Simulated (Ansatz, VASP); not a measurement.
**One calculation of Be, two programs**

```
Be
1.0
     2.15865    0.00000    0.00000
    -0.71955    2.03520    0.00000
    -0.71955   -1.01760    1.76253
Be
1
Cartesian
  0.0000 0.0000 0.0000
```

Alike in both runs: functional PBEsol; k mesh 16 × 16 × 16; no spin polarisation.

Ansatz relaxed the structure, and its values are those at the end. VASP's run is a single point on that final structure, the one shown.

|  | VASP | Ansatz |
| --- | --- | --- |
| version | VASP 6.6.1 | Ansatz 0.2.0 |
| potentials or method | VASP PAW PBE potentials, release 64 (Be) | plane waves, PAW |
| plane-wave cutoff (eV) | 520 | 420 |
| occupations | methfessel-paxton of order 1, width 0.1 eV | cold, width 0.1 eV |
| valence electrons in the cell | 2 | 2 |

|  | VASP | Ansatz | Ansatz less VASP |
| --- | --- | --- | --- |
| pressure (GPa) | 0.4 | 0.0 | -0.39 |

Caveats: the PAW data sets were made with another functional, which shifts forces and pressure a little (VASP).
